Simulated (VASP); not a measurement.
A run of VASP 6.6.1:

File INCAR:

```
SYSTEM = MnO
ALGO = Fast
EDIFF = 1E-7
ENCUT = 520
GGA = PS
ISIF = 2
ISMEAR = 0
ISPIN = 2
LASPH = .TRUE.
LCHARG = .FALSE.
LDAU = .TRUE.
LDAUJ = 0 0
LDAUL = 2 -1
LDAUPRINT = 1
LDAUTYPE = 2
LDAUU = 7 0
LMAXMIX = 4
LORBIT = 11
LREAL = .FALSE.
LWAVE = .FALSE.
MAGMOM = -4.67 -4.49 0 0
NBANDS = 31
NELM = 100
PREC = Accurate
SIGMA = 0.05
```

File KPOINTS:

```
k-points
0
G
  6 6 4
  0 0 0
```

File POSCAR:

```
MnO
1.0
    3.3717001900      0.0000000000      0.0000000000
   -1.6858500900      2.9199780200      0.0000000000
    0.0000000000      0.0000000000      5.3854988200
Mn O
2 2
Direct
    0.3333333333      0.6666666667      0.0109600000
    0.6666666667      0.3333333333      0.5109600000
    0.3333333333      0.6666666667      0.3754700000
    0.6666666667      0.3333333333      0.8754700000
```

Potentials or basis: VASP PAW PBE potentials, release 64 (Mn_pv, O).

Run with:

```sh
$ cat potpaw_PBE.64/Mn_pv/POTCAR potpaw_PBE.64/O/POTCAR > POTCAR
$ mpirun -np 1 vasp_std > vasp.out
```

Hardware: 1 thread of Intel(R) Xeon(R) Platinum 8488C (Sapphire Rapids) (shared host).

Task: Estimate the wall time of this run.

Result: It took 81 s on 1 thread of Intel(R) Xeon(R) Platinum 8488C (Sapphire Rapids) (shared host), peak memory 0.22 GiB. Counts: scf iterations 18, k points 24.
